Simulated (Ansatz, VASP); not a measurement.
**ZnO: VASP beside Ansatz**

File INCAR:

```
SYSTEM = ZnO
PREC = Accurate
ENCUT = 520
EDIFF = 1E-7
ISMEAR = 0
SIGMA = 0.02
LREAL = .False.
LASPH = .True.
NELM = 80
ALGO = Normal
ISIF = 2
LWAVE = .False.
LCHARG = .False.
GGA = PE
NBANDS = 26
```

Contents of KPOINTS:

```
regular mesh
0
Gamma
  12 12 6
  0 0 0
```

Contents of POSCAR:

```
ZnO
1.0
    3.2794671159      0.0000000000      0.0000000000
   -1.6397335579      2.8401018333      0.0000000000
    0.0000000000      0.0000000000      5.2937265030
Zn O
2 2
Direct
    0.3333333333      0.6666666667      0.0015128026
    0.6666666667      0.3333333333      0.5015128026
    0.3333333333      0.6666666667      0.3805871974
    0.6666666667      0.3333333333      0.8805871974
```

Input for Ansatz:

```yaml
crystal:
  lattice:
    - [3.2794671159, 0.0, 0.0]
    - [-1.6397335579, 2.8401018333, 0.0]
    - [0.0, 0.0, 5.293726503]
  atoms:
    - { symbol: Zn, position: [0.3333333333, 0.6666666667, 0.0015128026] }
    - { symbol: Zn, position: [0.6666666667, 0.3333333333, 0.5015128026] }
    - { symbol: O, position: [0.3333333333, 0.6666666667, 0.3805871974] }
    - { symbol: O, position: [0.6666666667, 0.3333333333, 0.8805871974] }
basis:
  ecutwfc: 420
kpoints:
  mp_grid: { grid: [12, 12, 6] }
hamiltonian:
  xc: pbe
scf:
  occupations: { method: gaussian, width: 0.02 }
output:
  eigenvalues: true
  states_by_energy: {}
checkpoint:
  read: start.run
  write: ck
  compress: false
  write_wavefunctions: false
  write_every: 100000
```

Alike in both runs: task single point; functional PBE; k mesh 12 × 12 × 6; occupations gaussian, width 0.02 eV; no spin polarisation.

```csv
,VASP,Ansatz
version,VASP 6.6.1,Ansatz 0.2.0
potentials or method,"VASP PAW PBE potentials, release 64 (Zn, O)","scalar-relativistic, plane waves, PAW"
plane-wave cutoff (eV),520,420
valence electrons in the cell,36,36
```

```tsv
	VASP	Ansatz	Ansatz less VASP
gap on the k mesh at the Fermi level (eV)	0.73	0.74	+0.016
least direct gap on the mesh (eV)	0.73	0.74	+0.016
```

The functional is the same, so the differences come from potentials, cutoffs and numerics.

PBE gaps usually lie below the measured ones, often by a third to a half.
